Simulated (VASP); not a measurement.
# InAs (F-43m) in VASP: notebook

The runs below take InAs through single point, with LDA.

All numbers are computed with VASP 6.6.1; they aren't measurements. Logs are shortened: lines on timing, memory, paths and dates and some standing lists are left out, and cuts for length are marked.

**Measured values to compare with.**

A printed reference work, data compilation reports, for a bulk crystal of InAs at 4.2 K: band gap 0.418 eV (direct).

The runs below are set against these values where they give the same quantity.

## Step 1: The cell of the first run

Symmetry: F-43m, No. 216, cubic system. Conventional cell: a = 6.036 Å, b = 6.036 Å, c = 6.036 Å, α = 90.00°, β = 90.00°, γ = 90.00°. In (site symmetry -43m) has 4 As at 2.61 Å within 3.4 Å. Within 3.4 Å of As (site symmetry -43m) lie 4 In at 2.61 Å.

## Step 2: Single point, LDA

File INCAR:

```
PREC = Accurate
ENCUT = 520
EDIFF = 1E-6
ISMEAR = 1
SIGMA = 0.1
LREAL = F
LASPH = T
NELM = 80
ALGO = Normal
ISIF = 2
LWAVE = F
LCHARG = T
LELF = T
LVHAR = T
NBANDS = 16
```

File KPOINTS:

```
Automatic mesh
0
Gamma
  6 6 6
```

File POSCAR:

```
InAs
1.0
    0.0000000000      3.0180000000      3.0180000000
    3.0180000000      0.0000000000      3.0180000000
    3.0180000000      3.0180000000      0.0000000000
In As
1 1
Direct
    0.0000000000      0.0000000000      0.0000000000
    0.2500000000      0.2500000000      0.2500000000
```

Potentials or basis: VASP PAW LDA potentials, release 64 (In_d, As).

The run is started by

```bash
> cat potpaw_LDA.64/In_d/POTCAR potpaw_LDA.64/As/POTCAR > POTCAR
> mpirun -np 1 vasp_std > vasp.out
```

OUTCAR:

```text
PREC = Accurate
   ENCUT = 520
   EDIFF = 1E-6
   ISMEAR = 1
   LREAL = F
   LASPH = T
   NELM = 80
   ISIF = 2

 ion  position               nearest neighbor table
   1  0.000  0.000  0.000-   2 2.61   2 2.61   2 2.61   2 2.61
   2  0.250  0.250  0.250-   1 2.61   1 2.61   1 2.61   1 2.61

  LATTYP: Found a face centered cubic cell.
 ALAT       =     6.0360000000

  Lattice vectors:

 A1 = (   0.0000000000,   3.0180000000,   3.0180000000)
 A2 = (   3.0180000000,   0.0000000000,   3.0180000000)
 A3 = (   3.0180000000,   3.0180000000,   0.0000000000)

Analysis of symmetry for initial positions (statically):
=====================================================================
 Subroutine PRICEL returns:
 Original cell was already a primitive cell.

 Routine SETGRP: Setting up the symmetry group for a
 face centered cubic supercell.

 Subroutine GETGRP returns: Found 24 space group operations
 (whereof 24 operations were pure point group operations)
 out of a pool of 48 trial point group operations.

The static configuration has the point symmetry T_d .

Analysis of symmetry for dynamics (positions and initial velocities):
=====================================================================
 Subroutine PRICEL returns:
 Original cell was already a primitive cell.

 Routine SETGRP: Setting up the symmetry group for a
 face centered cubic supercell.

 Subroutine GETGRP returns: Found 24 space group operations
 (whereof 24 operations were pure point group operations)
 out of a pool of 48 trial point group operations.

The dynamic configuration has the point symmetry T_d .

 Subroutine INISYM returns: Found 24 space group operations
 (whereof 24 operations are pure point group operations),
 and found     1 'primitive' translations

----------------------------------------------------------------------------------------

                                     Primitive cell

  volume of cell :      54.9778

  direct lattice vectors                    reciprocal lattice vectors
     0.000000000  3.018000000  3.018000000    -0.165672631  0.165672631  0.165672631
     3.018000000  0.000000000  3.018000000     0.165672631 -0.165672631  0.165672631
     3.018000000  3.018000000  0.000000000     0.165672631  0.165672631 -0.165672631

  length of vectors
     4.268096531  4.268096531  4.268096531     0.286953414  0.286953414  0.286953414

  position of ions in fractional coordinates (direct lattice)
     0.000000000  0.000000000  0.000000000
     0.250000000  0.250000000  0.250000000

  ion indices of the primitive-cell ions
   primitive index   ion index
                 1           1
                 2           2

----------------------------------------------------------------------------------------

 KPOINTS: Automatic mesh

Automatic generation of k-mesh.
 Grid dimensions read from file:
 generate k-points for:    6    6    6

 Generating k-lattice:

  Cartesian coordinates                     Fractional coordinates (reciprocal lattice)
    -0.027612105  0.027612105  0.027612105     0.166666667  0.000000000  0.000000000
     0.027612105 -0.027612105  0.027612105     0.000000000  0.166666667  0.000000000
     0.027612105  0.027612105 -0.027612105     0.000000000  0.000000000  0.166666667

  Length of vectors
     0.047825569  0.047825569  0.047825569

  Shift w.r.t. Gamma in fractional coordinates (k-lattice)
     0.000000000  0.000000000  0.000000000

 Subroutine IBZKPT returns following result:
 ===========================================

 Found     16 irreducible k-points:

 Following reciprocal coordinates:
            Coordinates               Weight
  0.000000  0.000000  0.000000      1.000000
  0.166667  0.000000  0.000000      8.000000
  0.333333  0.000000  0.000000      8.000000
  0.500000  0.000000  0.000000      4.000000
  0.166667  0.166667  0.000000      6.000000
  0.333333  0.166667  0.000000     24.000000
[... 8 lines left out ...]
 -0.333333  0.333333  0.166667     24.000000
 -0.333333  0.500000  0.166667     12.000000
   k-points           NKPTS =     16   k-points in BZ     NKDIM =     16   number of bands    NBANDS=     16
   number of dos      NEDOS =    301   number of ions     NIONS =      2
   total plane-waves  NPLWV =  32768
   dimension x,y,z NGX =    32 NGY =   32 NGZ =   32
   dimension x,y,z NGXF=    64 NGYF=   64 NGZF=   64
   ions per type =               1   1
   NGX,Y,Z   is equivalent  to a cutoff of  12.46, 12.46, 12.46 a.u.
   NGXF,Y,Z  is equivalent  to a cutoff of  24.93, 24.93, 24.93 a.u.
 SYSTEM =  unknown system
   PREC   = accura    normal or accurate (medium, high low for compatibility)
   ISTART =      0    job   : 0-new  1-cont  2-samecut
   ICHARG =      2    charge: 1-file 2-atom 10-const
   ISPIN  =      1    spin polarized calculation?
   LNONCOLLINEAR =      F non collinear calculations
   LSORBIT =      F    spin-orbit coupling
   LASPH  =      T    aspherical Exc in radial PAW
   ENCUT  =  520.0 eV  38.22 Ry    6.18 a.u.   7.94  7.94  7.94*2*pi/ulx,y,z
   NELM   =     80;   NELMIN=  2; NELMDL= -5     # of ELM steps
   EDIFF  = 0.1E-05   stopping-criterion for ELM
   LREAL  =      F    real-space projection
   EDIFFG = 0.1E-04   stopping-criterion for IOM
   NSW    =      0    number of steps for IOM
   IBRION =     -1    ionic relax: 0-MD 1-quasi-New 2-CG
   NFREE  =      0    steps in history (QN), initial steepest desc. (CG)
   ISIF   =      2    stress and relaxation
   ISYM   =      2    0-nonsym 1-usesym 2-fastsym
   POTIM  = 0.5000    time-step for ionic-motion
   TEBEG  =    0.0;   TEEND  =   0.0 temperature during run
   PSTRESS=    0.0 pullay stress
   NELECT =      18.0000    total number of electrons
   NUPDOWN=      -1.0000    fix difference up-down
   EMIN   =  10.00;   EMAX   =-10.00  energy-range for DOS
   EFERMI =   0.00;   METHOD = LEGACY
   ISMEAR =     1;   SIGMA  =   0.10  broadening in eV -4-tet -1-fermi 0-gaus
   EFERMI_NEDOS =   21; number of points for ismear=-14 and -15
   IALGO  =     38    algorithm
   IMIX   =      4    mixing-type and parameters
     AMIX     =   0.40;   BMIX     =  1.00
     AMIX_MAG =   1.60;   BMIX_MAG =  1.00
  volume/ion in A,a.u.               =      27.49       185.50
  Fermi-wavevector in a.u.,A,eV,Ry     =   1.128331  2.132236 17.321990  1.273130
  Thomas-Fermi vector in A             =   2.265020
   LORBIT       =      0    0 simple, 1 ext, 2 COOP (PROOUT), +10 PAW based schemes
   GGA     = CA    functional components
   LHFCALC =     F    Hartree Fock is set to
   AEXX    =    0.0000 exact exchange contribution
   IVDW    =     0    specifies the selected vdW correction
   LEPSILON=     F    determine dielectric tensor
   LRPA    =     F    only Hartree local field effects (RPA)
 non-spin polarized calculation
 Methfessel and Paxton  Order N= 1 SIGMA  =   0.10
  energy-cutoff  :      520.00
  volume of cell :       54.98
 maximum number of plane-waves:      1492
   NGX = 15   NGY = 15   NGZ = 15

 number of electron      17.9999991 magnetization

 Free energy of the ion-electron system (eV)
  ---------------------------------------------------
  ext. energy  EPLUGINS =         0.00000000
  ---------------------------------------------------
  free energy    TOTEN  =        -9.00935484 eV

  energy without entropy =       -9.00900950  energy(sigma->0) =       -9.00923972

 E-fermi :   4.4218     XC(G=0):  -9.4337

 val. band max:        4.4016440567   @ k =   0.0000   0.0000   0.0000
 cond. band min:       5.2157740393   @ k =   0.5000   0.0000   0.0000
 fundamental gap:      0.8141299826
 Fermi energy:         4.4217791829

 k-point     1 :       0.0000    0.0000    0.0000
  band No.  band energies     occupation
      1      -9.9750      2.00000
      2      -9.9750      2.00000
      3      -9.9750      2.00000
      4      -9.8445      2.00000
      5      -9.8445      2.00000
      6      -7.5485      2.00000
[... 8 lines left out ...]
     15      14.1284      0.00000
     16      14.1284      0.00000

 k-point     2 :       0.1667    0.0000    0.0000
  band No.  band energies     occupation
      1     -10.0110      2.00000
      2      -9.9648      2.00000
      3      -9.9648      2.00000
      4      -9.8445      2.00000
      5      -9.8445      2.00000
      6      -7.2612      2.00000
[... 8 lines left out ...]
     15      12.9727      0.00000
     16      12.9727      0.00000

 k-point     3 :       0.3333    0.0000    0.0000
  band No.  band energies     occupation
      1     -10.0759      2.00000
      2      -9.9483      2.00000
      3      -9.9483      2.00000
      4      -9.8407      2.00000
      5      -9.8407      2.00000
      6      -6.5459      2.00000
[... 8 lines left out ...]
     15      13.4472      0.00000
     16      13.4472      0.00000

 k-point     4 :       0.5000    0.0000    0.0000
  band No.  band energies     occupation
      1     -10.1056      2.00000
      2      -9.9423      2.00000
      3      -9.9423      2.00000
      4      -9.8363      2.00000
      5      -9.8363      2.00000
      6      -6.0491      2.00000
[... 8 lines left out ...]
     15      15.1143      0.00000
     16      15.1143      0.00000

 k-point     5 :       0.1667    0.1667    0.0000
  band No.  band energies     occupation
      1     -10.0320      2.00000
      2      -9.9546      2.00000
      3      -9.9546      2.00000
      4      -9.8531      2.00000
      5      -9.8386      2.00000
      6      -7.1668      2.00000
[... 8 lines left out ...]
     15      13.6764      0.00000
     16      14.4248      0.00000

 k-point     6 :       0.3333    0.1667    0.0000
  band No.  band energies     occupation
      1     -10.0832      2.00000
      2      -9.9400      2.00000
      3      -9.9358      2.00000
      4      -9.8572      2.00000
      5      -9.8337      2.00000
      6      -6.5871      2.00000
[... 8 lines left out ...]
     15      14.3446      0.00000
     16      14.5354      0.00000

 k-point     7 :       0.5000    0.1667    0.0000
  band No.  band energies     occupation
      1     -10.1147      2.00000
      2      -9.9355      2.00000
      3      -9.9282      2.00000
      4      -9.8492      2.00000
      5      -9.8339      2.00000
      6      -5.9415      2.00000
[... 8 lines left out ...]
     15      14.7062      0.00000
     16      15.2350      0.00000

 k-point     8 :      -0.3333    0.1667    0.0000
  band No.  band energies     occupation
      1     -10.1029      2.00000
      2      -9.9378      2.00000
      3      -9.9347      2.00000
      4      -9.8439      2.00000
      5      -9.8407      2.00000
      6      -6.1170      2.00000
[... 8 lines left out ...]
     15      13.6513      0.00000
     16      15.0242      0.00000

 k-point     9 :      -0.1667    0.1667    0.0000
  band No.  band energies     occupation
      1     -10.0556      2.00000
      2      -9.9532      2.00000
      3      -9.9477      2.00000
      4      -9.8491      2.00000
      5      -9.8401      2.00000
      6      -6.8259      2.00000
[... 8 lines left out ...]
     15      13.4603      0.00000
     16      14.3408      0.00000

 k-point    10 :       0.3333    0.3333    0.0000
  band No.  band energies     occupation
      1     -10.1256      2.00000
      2      -9.9124      2.00000
      3      -9.9124      2.00000
      4      -9.8738      2.00000
      5      -9.8269      2.00000
      6      -6.2077      2.00000
[... 8 lines left out ...]
     15      15.2461      0.00000
     16      16.6058      0.00000

 k-point    11 :       0.5000    0.3333    0.0000
  band No.  band energies     occupation
      1     -10.1463      2.00000
      2      -9.9092      2.00000
      3      -9.9020      2.00000
      4      -9.8725      2.00000
      5      -9.8267      2.00000
      6      -5.6724      2.00000
[... 8 lines left out ...]
     15      15.6350      0.00000
     16      16.2511      0.00000

 k-point    12 :      -0.3333    0.3333    0.0000
  band No.  band energies     occupation
      1     -10.1321      2.00000
      2      -9.9242      2.00000
      3      -9.9110      2.00000
      4      -9.8566      2.00000
      5      -9.8376      2.00000
      6      -5.6219      2.00000
[... 8 lines left out ...]
     15      13.5904      0.00000
     16      17.0066      0.00000

 k-point    13 :       0.5000    0.5000    0.0000
  band No.  band energies     occupation
      1     -10.1660      2.00000
      2      -9.8907      2.00000
      3      -9.8907      2.00000
      4      -9.8851      2.00000
      5      -9.8209      2.00000
      6      -5.4978      2.00000
[... 8 lines left out ...]
     15      15.9454      0.00000
     16      16.5923      0.00000

 k-point    14 :       0.5000    0.3333    0.1667
  band No.  band energies     occupation
      1     -10.1186      2.00000
      2      -9.9294      2.00000
      3      -9.9165      2.00000
      4      -9.8606      2.00000
      5      -9.8328      2.00000
      6      -6.0040      2.00000
[... 8 lines left out ...]
     15      14.9363      0.00000
     16      16.3038      0.00000

 k-point    15 :      -0.3333    0.3333    0.1667
  band No.  band energies     occupation
      1     -10.1316      2.00000
      2      -9.9290      2.00000
      3      -9.9079      2.00000
      4      -9.8563      2.00000
      5      -9.8368      2.00000
      6      -5.6214      2.00000
[... 8 lines left out ...]
     15      15.1614      0.00000
     16      16.1704      0.00000

 k-point    16 :      -0.3333    0.5000    0.1667
  band No.  band energies     occupation
      1     -10.1484      2.00000
      2      -9.9150      2.00000
      3      -9.8971      2.00000
      4      -9.8677      2.00000
      5      -9.8307      2.00000
      6      -5.4573      2.00000
[... 8 lines left out ...]
     15      16.0261      0.00000
     16      16.1609      0.00000

------------------------ aborting loop because EDIFF is reached ----------------------------------------

  FORCE on cell =-STRESS in cart. coord.  units (eV):
  Direction    XX          YY          ZZ          XY          YZ          ZX
  --------------------------------------------------------------------------------------
  -------------------------------------------------------------------------------------
  Total       -0.0264202     -0.0264202     -0.0264202      0.0000000      0.0000000      0.0000000
  in kB       -0.7699433     -0.7699433     -0.7699433      0.0000000      0.0000000      0.0000000
  external PRESSURE =      -0.7699433 kB  Pullay stress =       0.0000000 kB

 VOLUME and BASIS-vectors are now :
 -----------------------------------------------------------------------------
  energy-cutoff  :      520.00
  volume of cell :       54.98
      direct lattice vectors                 reciprocal lattice vectors
     0.000000000  3.018000000  3.018000000    -0.165672631  0.165672631  0.165672631
     3.018000000  0.000000000  3.018000000     0.165672631 -0.165672631  0.165672631
     3.018000000  3.018000000  0.000000000     0.165672631  0.165672631 -0.165672631

 POSITION                                       TOTAL-FORCE (eV/Angst)
 -----------------------------------------------------------------------------------
      0.00000      0.00000      0.00000        -0.000000     -0.000000     -0.000000
      1.50900      1.50900      1.50900         0.000000      0.000000      0.000000
 -----------------------------------------------------------------------------------
    total drift:                               -0.000000     -0.000000     -0.000000

  FREE ENERGIE OF THE ION-ELECTRON SYSTEM (eV)
  ---------------------------------------------------
  free  energy   TOTEN  =        -9.0093548371 eV

  energy  without entropy=       -9.0090094952  energy(sigma->0) =       -9.00923972
```

Run time: 19 s. Hardware: 1 thread of Intel Xeon Platinum 8488C (Sapphire Rapids), shared host; peak memory 0.15 GiB.

What came out:

| Quantity | Value |
| --- | --- |
| Free energy | -9.0094 eV |
| Pressure | -0.1 GPa |
| Band gap on the k mesh | zero (filled and empty bands touch) |

Levels at points of the mesh, in eV from the Fermi level:
| k point | band 5 | band 6 | band 7 | band 8 | band 9 | band 10 | band 11 | band 12 | band 13 | band 14 |
| --- | --- | --- | --- | --- | --- | --- | --- | --- | --- | --- |
| (0.00, 0.00, 0.00) | -14.27 | -11.97 | -0.39 | -0.02 | -0.02 | -0.02 | 3.80 | 3.80 | 3.80 | 7.27 |
| (0.50, 0.00, 0.00) | -14.26 | -10.47 | -5.89 | -1.03 | -1.03 | 0.79 | 4.58 | 4.58 | 6.67 | 8.85 |
| (0.50, 0.50, 0.00) | -14.24 | -9.92 | -5.97 | -2.39 | -2.39 | 1.38 | 1.93 | 9.01 | 9.15 | 9.15 |

Caveat: spin-orbit coupling is left out, which moves the levels of the heavy elements.

## Step 3: Single point, LDA

File INCAR:

```
SYSTEM = InAs
PREC = Accurate
ENCUT = 520
EDIFF = 1E-6
ISMEAR = 1
SIGMA = 0.1
LREAL = .False.
LASPH = .True.
NELM = 80
ALGO = Normal
ISIF = 2
LWAVE = .False.
LCHARG = .False.
GGA = CA
NBANDS = 16
```

File KPOINTS:

```
Automatic mesh
0
Gamma
  6 6 6
  0 0 0
```

POSCAR is that of step 2.

Potentials or basis: VASP PAW LDA potentials, release 64 (In_d, As).

The run is started by

```bash
> cat potpaw_LDA.64/In_d/POTCAR potpaw_LDA.64/As/POTCAR > POTCAR
> mpirun -np 1 vasp_std > vasp.out
```

Run time: 18 s. Hardware: 1 thread of Intel Xeon Platinum 8488C (Sapphire Rapids), shared host; peak memory 0.15 GiB.

The run converged. Its results:

* Free energy: -9.0094 eV
* Pressure: -0.1 GPa
* Band gap on the k mesh: zero (filled and empty bands touch)

Levels at points of the mesh, in eV from the Fermi level:
```tsv
k point	band 6	band 7	band 8	band 9	band 10	band 11	band 12	band 13
(0.00, 0.00, 0.00)	-11.97	-0.39	-0.02	-0.02	-0.02	3.80	3.80	3.80
(0.50, 0.00, 0.00)	-10.47	-5.89	-1.03	-1.03	0.79	4.58	4.58	6.67
(0.50, 0.50, 0.00)	-9.92	-5.97	-2.39	-2.39	1.38	1.93	9.01	9.15
```

Caveat: spin-orbit coupling is left out, which moves the levels of the heavy elements.

## Step 4: How close it comes

Step 2. A measured gap of InAs is 0.418 eV (direct; 4.2 K; a printed reference work, data compilation); the calculated 0.00 eV misses it by -0.42 eV. Spin-orbit coupling on As, In is left out. The value is that of LDA on a finite k mesh, which can miss the band edges, without temperature or zero-point motion. Semilocal functionals fall short of measured gaps as a rule.

Step 3. Measured gap of InAs: 0.418 eV (direct; 4.2 K; a printed reference work, data compilation). This calculation gives 0.00 eV (-0.42 eV). Spin-orbit coupling on As, In is left out. The value is that of LDA on a finite k mesh, which can miss the band edges, without temperature or zero-point motion. Semilocal functionals fall short of measured gaps as a rule.
